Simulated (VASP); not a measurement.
Here is a VASP 6.6.1 calculation.

INCAR

```
PREC = Accurate
ENCUT = 520
EDIFF = 1E-7
ISMEAR = 0
SIGMA = 0.02
LREAL = False
LASPH = True
NELM = 100
ALGO = Fast
ISIF = 2
LWAVE = False
LCHARG = False
GGA = PS
IBRION = 2
NSW = 60
EDIFFG = -0.002
```

KPOINTS

```
Automatic mesh
0
Gamma
  10 10 10
```

The input POSCAR:

```
GaN
1.0
    0.0000000000      2.1794272668      2.2909851537
    2.1794272668      0.0000000000      2.2909851537
    2.1794272668      2.1794272668      0.0000000000
Ga N
1 1
Direct
    0.0000000000      0.0000000000      0.0000000000
    0.2500000000      0.2500000000      0.2500000000
```

Potentials or basis: VASP PAW PBE potentials, release 64 (Ga_d, N).

The run is started by

```bash
$ cat potpaw_PBE.64/Ga_d/POTCAR potpaw_PBE.64/N/POTCAR > POTCAR
$ mpirun -np 1 vasp_std > vasp.out
```

Task: Predict the band gap on the k mesh.

Result: 1.91 eV, direct.

Stress tensor (GPa, compression positive):
```
11.04  0.00  0.00
 0.00 11.04  0.00
 0.00  0.00  4.23
```

Caveat: the relaxation stopped at its first step, so nothing moved; the PAW data sets were made with another functional, which shifts forces and pressure a little.
